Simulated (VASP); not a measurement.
The system is C2H4, in a box.

```
C H
1.0
    13.01462    0.00000    0.00000
     0.00000   13.51462    0.00000
     0.00000    0.00000   14.01462
C H
2 4
Direct
  0.54320 0.48753 0.48122
  0.45575 0.52027 0.51924
  0.56512 0.40961 0.48436
  0.59687 0.53715 0.44522
  0.43422 0.59831 0.51588
  0.40234 0.47027 0.55517
```

Program: VASP 6.6.1. Alike in all runs: task single point; no spin polarisation; cell as given; k mesh 1 × 1 × 1; cutoff (eV) 400; smearing gaussian 0.01 eV. Hardware: 4 MPI ranks on Intel(R) Xeon(R) 6975P-C (Granite Rapids) (shared host).

Task: Order these runs on this cell by their wall time, lowest first.
A. level RPBE; potentials or basis VASP PAW PBE potentials, release 64 (C, H)
B. level optB86b-vdW; potentials or basis VASP PAW PBE potentials, release 64 (C, H)
C. level LDA; potentials or basis VASP PAW LDA potentials, release 64 (C, H)

Result: C (16 s), A (35 s), B (390 s).
